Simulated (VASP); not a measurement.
Wanted: the native input for a VASP 6.6.1 run.

```yaml
Task: relaxation of the atoms
Functional: BLYP
Potentials_or_basis: VASP PAW PBE potentials, release 64 (Pt)
Cutoff: 520 eV
k_mesh: 10 × 10 × 1
Occupations: fermi-dirac, width 0.05 eV
Spin: no spin polarisation
Dipole_correction: yes
Atoms_held_fixed_from_0: "[0]"
Further_INCAR_settings: ALGO = Fast; EDIFF = 1e-07; IBRION = 2; EDIFFG = -0.02; NSW = 40
```

The structure of Pt lies in POSCAR:

```
Pt
1.0
    2.5230800000      0.0000000000      0.0000000000
    0.0000000000      2.5230800000      0.0000000000
    0.0000000000      0.0000000000     23.8000000000
Pt
1
Selective dynamics
Direct
    0.0000000000      0.0000000000      0.2941200000  F F F
```

The cell was built by a generator and needn't be a form met in nature.

The input as run:

INCAR

```
SYSTEM = Pt
PREC = Accurate
ENCUT = 520
EDIFF = 1E-7
ISMEAR = -1
SIGMA = 0.05
LREAL = .FALSE.
LASPH = .TRUE.
NELM = 100
ALGO = Fast
ISIF = 2
LWAVE = .FALSE.
LCHARG = .FALSE.
LDIPOL = .TRUE.
IDIPOL = 3
DIPOL = 0.5 0.5 0.294
GGA = B5
ALDAX = 1.0
AGGAX = 1.0
AGGAC = 1.0
ALDAC = 0.0
IBRION = 2
NSW = 40
EDIFFG = -0.02
```

KPOINTS

```
Automatic mesh
0
G
  10 10 1
  0 0 0
```

Potentials or basis: VASP PAW PBE potentials, release 64 (Pt).

Command:

```bash
$ cat potpaw_PBE.64/Pt/POTCAR > POTCAR
$ mpirun -np 1 vasp_std > vasp.out
```

It gave:

| Property | Result |
| --- | --- |
| Band gap on the k mesh | none (metal or under the smearing width) |

Caveat: the relaxation stopped at its first step, so nothing moved.

Wall time 78 s on 1 thread of Intel(R) Xeon(R) Platinum 8375C CPU @ 2.90GHz (Ice Lake), on a shared host, peak memory 0.25 GiB.
